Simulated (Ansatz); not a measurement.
Theory: DFT PBE, scalar-relativistic, plane waves, PAW in Ansatz 0.2.0. Settings of the last relaxation (2-atom cell): 420 eV, 18×18×16 k points, Gaussian smearing of 0.10 eV, no spin polarisation.

Energies over the elements count from the elements' standard structures at the same level, with no fitted energy shifts.

Task: Give a relaxed trial structure of a hexagonal metal with formula TaAs, with a formation energy near −0.54 eV/atom and about 18 Å³ per atom, in a cell of 2 atoms.

Result: TaAs, space group P-6m2 (No. 187). Ta has 6 As at 2.63 Å; As is surrounded by 6 Ta at 2.63 Å.

Space group P-6m2 (No. 187). a = 3.414 Å, b = 3.414 Å, c = 3.484 Å, α = 90.00°, β = 90.00°, γ = 120.00°
```csv
atom,site,symmetry,x,y,z
Ta,1b,-6m2,0.0000,0.0000,0.5000
As,1e,-6m2,0.6667,0.3333,0.0000
```

- Volume per atom: 17.58 Å³
- Density: 12.08 g/cm³
- Formation energy: −0.54 eV/atom
- Gap on the 18×18×16 mesh of the 2-atom cell: 0 eV (a metal)

The structure comes from a generated guess, relaxed at this level; another structure or a mixture of phases may lie lower. The answer needn't be unique; the calculation gave this one.

These runs have no spin–orbit coupling, which can matter for Ta. The reference form of As is held partly by dispersion forces, which this level lacks. Symmetry constrained the relaxation, so the result can be a saddle point.
